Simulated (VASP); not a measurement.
# MgO (Periclase) (Fm-3m) in VASP: a series of runs

The runs below take MgO (Periclase) through relaxation of cell and atoms, with LDA, r2SCAN.

Everything below comes from runs of VASP 6.6.1. Logs are shortened: lines on timing, memory, paths and dates and some standing lists are left out, and cuts for length are marked.

## Step 1: The structure

The structure is cubic, space group Fm-3m (No. 225). Conventional cell: a = 4.217 Å, b = 4.217 Å, c = 4.217 Å, α = 90.00°, β = 90.00°, γ = 90.00°. Around Mg (site symmetry m-3m) lie 6 O at 2.11 Å. Around O (site symmetry m-3m) lie 6 Mg at 2.11 Å.

## Step 2: Relaxation of cell and atoms, LDA, target pressure 0.61 GPa, at which the enthalpy is minimised

INCAR

```
ALGO = Normal
EDIFF = 1E-6
EDIFFG = -0.01
ENCUT = 600
GGA = CA
IBRION = 2
ISIF = 3
ISMEAR = 0
LASPH = T
LCHARG = F
LREAL = F
LWAVE = F
NELM = 80
NSW = 90
PREC = Accurate
PSTRESS = 6.1
SIGMA = 0.03
```

KPOINTS

```
k-points
0
Gamma
  12 12 12
```

POSCAR

```
MgO
1.0
    0.0000000000      2.1085000000      2.1085000000
    2.1085000000      0.0000000000      2.1085000000
    2.1085000000      2.1085000000      0.0000000000
Mg O
1 1
Direct
    0.0000000000      0.0000000000      0.0000000000
    0.5000000000      0.5000000000      0.5000000000
```

Potentials or basis: VASP PAW LDA potentials, release 64 (Mg, O).

Launch:

```sh
> cat potpaw_LDA.64/Mg/POTCAR potpaw_LDA.64/O/POTCAR > POTCAR
> mpirun -np 1 vasp_std > vasp.out
```

OUTCAR:

```text
EDIFF = 1E-6
   EDIFFG = -0.01
   ENCUT = 600
   GGA = CA
   IBRION = 2
   ISIF = 3
   ISMEAR = 0
   LASPH = T
   LREAL = F
   NELM = 80
   NSW = 90
   PREC = Accurate
   PSTRESS = 6.1

 ion  position               nearest neighbor table
   1  0.000  0.000  0.000-   2 2.11   2 2.11   2 2.11   2 2.11   2 2.11   2 2.11
   2  0.500  0.500  0.500-   1 2.11   1 2.11   1 2.11   1 2.11   1 2.11   1 2.11

  LATTYP: Found a face centered cubic cell.
 ALAT       =     4.2170000000

  Lattice vectors:

 A1 = (   0.0000000000,   2.1085000000,   2.1085000000)
 A2 = (   2.1085000000,   0.0000000000,   2.1085000000)
 A3 = (   2.1085000000,   2.1085000000,   0.0000000000)

Analysis of symmetry for initial positions (statically):
=====================================================================
 Subroutine PRICEL returns:
 Original cell was already a primitive cell.

 Routine SETGRP: Setting up the symmetry group for a
 face centered cubic supercell.

 Subroutine GETGRP returns: Found 48 space group operations
 (whereof 48 operations were pure point group operations)
 out of a pool of 48 trial point group operations.

The static configuration has the point symmetry O_h .

Analysis of symmetry for dynamics (positions and initial velocities):
=====================================================================
 Subroutine PRICEL returns:
 Original cell was already a primitive cell.

 Routine SETGRP: Setting up the symmetry group for a
 face centered cubic supercell.

 Subroutine GETGRP returns: Found 48 space group operations
 (whereof 48 operations were pure point group operations)
 out of a pool of 48 trial point group operations.

The dynamic configuration has the point symmetry O_h .

 Subroutine INISYM returns: Found 48 space group operations
 (whereof 48 operations are pure point group operations),
 and found     1 'primitive' translations

----------------------------------------------------------------------------------------

                                     Primitive cell

  volume of cell :      18.7478

  direct lattice vectors                    reciprocal lattice vectors
     0.000000000  2.108500000  2.108500000    -0.237135404  0.237135404  0.237135404
     2.108500000  0.000000000  2.108500000     0.237135404 -0.237135404  0.237135404
     2.108500000  2.108500000  0.000000000     0.237135404  0.237135404 -0.237135404

  length of vectors
     2.981869296  2.981869296  2.981869296     0.410730569  0.410730569  0.410730569

  position of ions in fractional coordinates (direct lattice)
     0.000000000  0.000000000  0.000000000
     0.500000000  0.500000000  0.500000000

  ion indices of the primitive-cell ions
   primitive index   ion index
                 1           1
                 2           2

----------------------------------------------------------------------------------------

 KPOINTS: k-points

Automatic generation of k-mesh.
 Grid dimensions read from file:
 generate k-points for:   12   12   12

 Generating k-lattice:

  Cartesian coordinates                     Fractional coordinates (reciprocal lattice)
    -0.019761284  0.019761284  0.019761284     0.083333333  0.000000000  0.000000000
     0.019761284 -0.019761284  0.019761284     0.000000000  0.083333333  0.000000000
     0.019761284  0.019761284 -0.019761284     0.000000000  0.000000000  0.083333333

  Length of vectors
     0.034227547  0.034227547  0.034227547

  Shift w.r.t. Gamma in fractional coordinates (k-lattice)
     0.000000000  0.000000000  0.000000000

 Subroutine IBZKPT returns following result:
 ===========================================

 Found     72 irreducible k-points:

 Following reciprocal coordinates:
            Coordinates               Weight
  0.000000  0.000000  0.000000      1.000000
  0.083333  0.000000  0.000000      8.000000
  0.166667  0.000000  0.000000      8.000000
  0.250000  0.000000  0.000000      8.000000
  0.333333  0.000000  0.000000      8.000000
  0.416667  0.000000  0.000000      8.000000
[... 16 lines left out ...]
  0.500000  0.166667  0.000000     24.000000
 -0.416667  0.166667  0.000000     24.000000
 [... further k-points ...]
   k-points           NKPTS =     72   k-points in BZ     NKDIM =     72   number of bands    NBANDS=      8
   number of dos      NEDOS =    301   number of ions     NIONS =      2
   total plane-waves  NPLWV =  13824
   dimension x,y,z NGX =    24 NGY =   24 NGZ =   24
   dimension x,y,z NGXF=    48 NGYF=   48 NGZF=   48
   ions per type =               1   1
   NGX,Y,Z   is equivalent  to a cutoff of  13.38, 13.38, 13.38 a.u.
   NGXF,Y,Z  is equivalent  to a cutoff of  26.76, 26.76, 26.76 a.u.
 SYSTEM =  unknown system
   PREC   = accura    normal or accurate (medium, high low for compatibility)
   ISTART =      0    job   : 0-new  1-cont  2-samecut
   ICHARG =      2    charge: 1-file 2-atom 10-const
   ISPIN  =      1    spin polarized calculation?
   LNONCOLLINEAR =      F non collinear calculations
   LSORBIT =      F    spin-orbit coupling
   LASPH  =      T    aspherical Exc in radial PAW
   ENCUT  =  600.0 eV  44.10 Ry    6.64 a.u.   5.96  5.96  5.96*2*pi/ulx,y,z
   NELM   =     80;   NELMIN=  2; NELMDL= -5     # of ELM steps
   EDIFF  = 0.1E-05   stopping-criterion for ELM
   LREAL  =      F    real-space projection
   EDIFFG = -.1E-01   stopping-criterion for IOM
   NSW    =     90    number of steps for IOM
   IBRION =      2    ionic relax: 0-MD 1-quasi-New 2-CG
   NFREE  =      1    steps in history (QN), initial steepest desc. (CG)
   ISIF   =      3    stress and relaxation
   ISYM   =      2    0-nonsym 1-usesym 2-fastsym
   POTIM  = 0.5000    time-step for ionic-motion
   TEBEG  =    0.0;   TEEND  =   0.0 temperature during run
   PSTRESS=    6.1 pullay stress
   NELECT =       8.0000    total number of electrons
   NUPDOWN=      -1.0000    fix difference up-down
   EMIN   =  10.00;   EMAX   =-10.00  energy-range for DOS
   EFERMI =   0.00;   METHOD = LEGACY
   ISMEAR =     0;   SIGMA  =   0.03  broadening in eV -4-tet -1-fermi 0-gaus
   EFERMI_NEDOS =   21; number of points for ismear=-14 and -15
   IALGO  =     38    algorithm
   IMIX   =      4    mixing-type and parameters
     AMIX     =   0.40;   BMIX     =  1.00
     AMIX_MAG =   1.60;   BMIX_MAG =  1.00
  volume/ion in A,a.u.               =       9.37        63.26
  Fermi-wavevector in a.u.,A,eV,Ry     =   1.232503  2.329092 20.668107  1.519063
  Thomas-Fermi vector in A             =   2.367270
   LORBIT       =      0    0 simple, 1 ext, 2 COOP (PROOUT), +10 PAW based schemes
   GGA     = CA    functional components
   LHFCALC =     F    Hartree Fock is set to
   AEXX    =    0.0000 exact exchange contribution
   IVDW    =     0    specifies the selected vdW correction
   LEPSILON=     F    determine dielectric tensor
   LRPA    =     F    only Hartree local field effects (RPA)
 conjugate gradient relaxation of ions
 non-spin polarized calculation
 Gauss-broadening in eV      SIGMA  =   0.03
  energy-cutoff  :      600.00
  volume of cell :       18.75
 maximum number of plane-waves:       642
   NGX = 11   NGY = 11   NGZ = 11

--------------------------------------- Ionic step        1  -------------------------------------------

 number of electron       8.0000005 magnetization

 Free energy of the ion-electron system (eV)
  ---------------------------------------------------
  ext. energy  EPLUGINS =         0.00000000
  ---------------------------------------------------
  free energy    TOTEN  =       -13.42480292 eV

  energy without entropy =      -13.42480292  energy(sigma->0) =      -13.42480292

------------------------ aborting loop because EDIFF is reached ----------------------------------------

  FORCE on cell =-STRESS in cart. coord.  units (eV):
  Direction    XX          YY          ZZ          XY          YZ          ZX
  --------------------------------------------------------------------------------------
  -------------------------------------------------------------------------------------
  Total       -0.9894321     -0.9894321     -0.9894321     -0.0000000      0.0000000     -0.0000000
  in kB      -84.5562599    -84.5562599    -84.5562599     -0.0000000      0.0000000     -0.0000000
  external PRESSURE =     -90.6562599 kB  Pullay stress =       6.1000000 kB

 VOLUME and BASIS-vectors are now :
 -----------------------------------------------------------------------------
  energy-cutoff  :      600.00
  volume of cell :       18.75
      direct lattice vectors                 reciprocal lattice vectors
     0.000000000  2.108500000  2.108500000    -0.237135404  0.237135404  0.237135404
     2.108500000  0.000000000  2.108500000     0.237135404 -0.237135404  0.237135404
     2.108500000  2.108500000  0.000000000     0.237135404  0.237135404 -0.237135404
[... 46 lines left out ...]
  FREE ENERGIE OF THE ION-ELECTRON SYSTEM (eV)
  ---------------------------------------------------
  free  energy   TOTEN  =       -13.4452197984 eV

  energy  without entropy=      -13.4452197984  energy(sigma->0) =      -13.44521980

  enthalpy is  TOTEN    =       -13.3791812212 eV   P V=        0.0660385773

--------------------------------------- Ionic step        3  -------------------------------------------

 number of electron       7.9999998 magnetization

 Free energy of the ion-electron system (eV)
  ---------------------------------------------------
  ext. energy  EPLUGINS =         0.00000000
  ---------------------------------------------------
  free energy    TOTEN  =       -13.45139993 eV

  energy without entropy =      -13.45139993  energy(sigma->0) =      -13.45139993

 E-fermi :   3.4420     XC(G=0): -11.8487

 val. band max:        3.2899714851   @ k =   0.0000   0.0000   0.0000
 cond. band min:       8.4803505267   @ k =   0.0000   0.0000   0.0000
 fundamental gap:      5.1903790417
 Fermi energy:         3.4420443248

 k-point     1 :       0.0000    0.0000    0.0000
  band No.  band energies     occupation
      1     -13.9963      2.00000
      2       3.2900      2.00000
      3       3.2900      2.00000
      4       3.2900      2.00000
      5       8.4804      0.00000
      6      19.1044      0.00000
      7      19.1044      0.00000
      8      19.1044      0.00000

 k-point     2 :       0.0833    0.0000    0.0000
  band No.  band energies     occupation
      1     -13.9123      2.00000
      2       2.8074      2.00000
      3       3.2365      2.00000
      4       3.2365      2.00000
      5       8.9269      0.00000
      6      18.1530      0.00000
      7      19.2885      0.00000
      8      19.2885      0.00000
[... 221 lines left out ...]
 k-point    23 :       0.5000    0.1667    0.0000
  band No.  band energies     occupation
      1     -12.4398      2.00000
      2      -1.1684      2.00000
      3       1.7222      2.00000
      4       2.3667      2.00000
      5      12.4833      0.00000
      6      15.8027      0.00000
      7      17.7960      0.00000
      8      20.5642      0.00000

 k-point    24 :      -0.4167    0.1667    0.0000
  band No.  band energies     occupation
      1     -12.4047      2.00000
      2      -1.2211      2.00000
      3       1.5758      2.00000
      4       2.4263      2.00000
      5      12.5427      0.00000
      6      15.9778      0.00000
      7      17.7542      0.00000
      8      20.5198      0.00000

 [... further k-points ...]

------------------------ aborting loop because EDIFF is reached ----------------------------------------

  FORCE on cell =-STRESS in cart. coord.  units (eV):
  Direction    XX          YY          ZZ          XY          YZ          ZX
  --------------------------------------------------------------------------------------
  -------------------------------------------------------------------------------------
  Total        0.0697297      0.0697297      0.0697297      0.0000000     -0.0000000      0.0000000
  in kB        6.3041293      6.3041293      6.3041293      0.0000000     -0.0000000      0.0000000
  external PRESSURE =       0.2041293 kB  Pullay stress =       6.1000000 kB

 VOLUME and BASIS-vectors are now :
 -----------------------------------------------------------------------------
  energy-cutoff  :      600.00
  volume of cell :       17.72
      direct lattice vectors                 reciprocal lattice vectors
     0.000000000  2.069304708  2.069304708    -0.241627054  0.241627054  0.241627054
     2.069304708 -0.000000000  2.069304708     0.241627054 -0.241627054  0.241627054
     2.069304708  2.069304708 -0.000000000     0.241627054  0.241627054 -0.241627054

 POSITION                                       TOTAL-FORCE (eV/Angst)
 -----------------------------------------------------------------------------------
      0.00000      0.00000      0.00000        -0.000000      0.000000      0.000000
      2.06930      2.06930      2.06930         0.000000      0.000000     -0.000000
 -----------------------------------------------------------------------------------
    total drift:                               -0.000000     -0.000000      0.000000

  FREE ENERGIE OF THE ION-ELECTRON SYSTEM (eV)
  ---------------------------------------------------
  free  energy   TOTEN  =       -13.4513999337 eV

  energy  without entropy=      -13.4513999337  energy(sigma->0) =      -13.45139993

  enthalpy is  TOTEN    =       -13.3839280888 eV   P V=        0.0674718449

 reached required accuracy - stopping structural energy minimisation
```

Wall time 9.7 s (1 thread of Intel Xeon Platinum 8488C (Sapphire Rapids), shared host); peak memory 0.14 GiB.

Results:

```
Free energy                                            : -13.4514 eV
Relaxed volume                                         : 8.86 Å³/atom
Relaxed cell                                           : a = 2.926 Å, b = 2.926 Å, c = 2.926 Å, α = 60.00°, β = 60.00°, γ = 60.00°
Space group after relaxing (to 0.05 Å)                 : Fm-3m (No. 225)
Energy change on relaxing (the enthalpy is what falls) : -13.3 meV/atom
Ionic steps                                            : 3
Pressure after relaxing                                : 0.6 GPa
Band gap on the k mesh                                 : 5.19 eV, direct
```

The path:
```tsv
step	energy change (eV)	largest force (eV/Å)	pressure (GPa)	volume (Å³)
1	0.0000	0.0000	-8.46	18.75
2	-0.0204	0.0000	4.71	17.35
3	-0.0266	0.0000	0.63	17.72
```

Final structure:
```yaml
crystal:
  lattice:
    - [0.00000, 2.06930, 2.06930]
    - [2.06930, 0.00000, 2.06930]
    - [2.06930, 2.06930, 0.00000]
  atoms:
    - { symbol: Mg, position: [0.00000, 0.00000, 0.00000] }
    - { symbol: O, position: [0.50000, 0.50000, 0.50000] }
```

Caveat: the cell is relaxed towards a set pressure, so the enthalpy falls and the energy may rise. LDA usually gives volumes a few per cent too small.

## Step 3: Relaxation of cell and atoms, LDA, target pressure 0.61 GPa, at which the enthalpy is minimised

This run uses another cell than the first one, of 8.86 Å³/atom, 0.945 times its volume.

INCAR: that of step 2 with these lines changed.

```diff
@@ -1,4 +1,4 @@
 ALGO = Normal
-EDIFF = 1E-6
-EDIFFG = -0.01
+EDIFF = 1E-7
+EDIFFG = -0.005
 ENCUT = 600
```

KPOINTS is that of step 2.

POSCAR

```
MgO                                     
1.0
    0.0000000000      2.0693047076      2.0693047076
    2.0693047076     -0.0000000000      2.0693047076
    2.0693047076      2.0693047076     -0.0000000000
  Mg              O             
     1     1
Direct
     0.0000000000000000    0.0000000000000000    0.0000000000000000
     0.5000000000000000    0.5000000000000000    0.5000000000000000
```

Potentials or basis: VASP PAW LDA potentials, release 64 (Mg, O).

Launch:

```sh
> cat potpaw_LDA.64/Mg/POTCAR potpaw_LDA.64/O/POTCAR > POTCAR
> mpirun -np 1 vasp_std > vasp.out
```

Wall time 5.6 s (1 thread of Intel Xeon Platinum 8488C (Sapphire Rapids), shared host); peak memory 0.13 GiB.

Results (log left out):

```yaml
Free_energy: -13.4486 eV
Pressure_after_relaxing: 0.7 GPa
Band_gap_on_the_k_mesh: 5.19 eV, direct
```

Final structure:
```cif
data_structure
_symmetry_space_group_name_H-M 'P 1'
_symmetry_Int_Tables_number 1
_cell_length_a 2.9264
_cell_length_b 2.9264
_cell_length_c 2.9264
_cell_angle_alpha 60.000
_cell_angle_beta 60.000
_cell_angle_gamma 60.000
_cell_volume 17.72
loop_
_atom_site_label
_atom_site_type_symbol
_atom_site_fract_x
_atom_site_fract_y
_atom_site_fract_z
_atom_site_occupancy
Mg1 Mg 0.00000 0.00000 0.00000 1
O1 O 0.50000 0.50000 0.50000 1
```

Levels at points of the mesh, in eV from the valence-band top:
```tsv
k point	band 1	band 2	band 3	band 4	band 5	band 6	band 7	band 8
(0.00, 0.00, 0.00)	-17.29	0.00	0.00	0.00	5.19	15.81	15.81	15.81
(0.50, 0.00, 0.00)	-15.79	-4.94	-0.73	-0.73	8.07	13.00	16.54	16.54
(0.50, 0.50, 0.00)	-15.50	-4.38	-1.45	-1.45	8.94	10.29	13.46	19.44
```

Caveat: the relaxation stopped at its first step, so nothing moved; the cell is relaxed towards a set pressure, so the enthalpy falls and the energy may rise.

[end of part 1 of 2]
